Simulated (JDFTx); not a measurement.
# Zn under changes of volume

One of the cells (15.330 Å³/atom); the others are scaled copies at fixed shape and fractional positions:

```
CELL_PARAMETERS angstrom
2.67000 0.00000 0.00000
-1.33500 2.31229 0.00000
0.00000 0.00000 4.96600
ATOMIC_POSITIONS crystal
Zn 0.66667 0.33333 0.75000
Zn 0.33333 0.66667 0.25000
```

- Program: JDFTx 1.7.0 (patched build)
- Functional: PBEsol
- Potentials or basis: PseudoDojo-SR-PBEsol-0.4.1-standard with smoothed tails
- Cutoff: 1143 eV
- Density cutoff: 9143 eV
- k mesh: 11 × 11 × 6
- Occupations: fermi-dirac, width 0.05 eV
- Spin: no spin polarisation

```tsv
volume (Å³/atom)	energy over the lowest point (meV/atom)	pressure (GPa)
14.410	0.00	-1.3
14.716	4.09	-3.0
15.023	11.23	-4.5
15.330	?	?
15.636	33.23	-6.9
15.943	47.43	-7.9
16.249	63.39	-8.8
```

Task: What does the run at 15.330 Å³/atom give?

Result: Energy over the lowest point 21.07 meV/atom; pressure -5.8 GPa.

Worked out: A Birch-Murnaghan fit of order 3 (a polynomial in V^(-2/3)) to the other rows has its minimum at 14.21 Å³/atom, just outside them, with B0 = V·E''(V) = 92 GPa and B' = 5.2 at fixed shape and positions, which overstates the stiffness. It gives 21.08 meV/atom at 15.330 Å³/atom, against the run's 21.07, and -dE/dV = -5.8 GPa, against -5.8.

Energies are extrapolated to zero smearing.
